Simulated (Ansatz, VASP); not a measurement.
Ca in VASP and in Ansatz

```xyz
1
Lattice="3.4014 0.0000 0.0000 0.0000 3.4014 0.0000 0.0000 0.0000 3.4887" Properties=species:S:1:pos:R:3 pbc="T T T"
Ca    0.0000    0.0000    0.0000
```

Change from the starting cell: strain -0.025 along x and y, +0.000 along z, atoms carried along.

Alike in both runs: task single point; functional LDA; k mesh 14 × 14 × 14; occupations gaussian, width 0.15 eV; no spin polarisation.

```csv
,VASP,Ansatz
version,VASP 6.6.1,Ansatz 0.2.0
potentials or method,"VASP PAW LDA potentials, release 64 (Ca_sv)","scalar-relativistic, plane waves, PAW"
plane-wave cutoff (eV),520,420
valence electrons in the cell,10,10
```

|  | VASP | Ansatz | Ansatz less VASP |
| --- | --- | --- | --- |
| gap on the k mesh at the Fermi level (eV) | none | none | - |
| pressure (GPa) | -0.7 | -0.7 | +0.02 |
| largest component of the traceless stress (GPa) | 0.86 | 0.86 | -0.006 |

A gap of «none» marks a metal or a gap that the smearing closes.
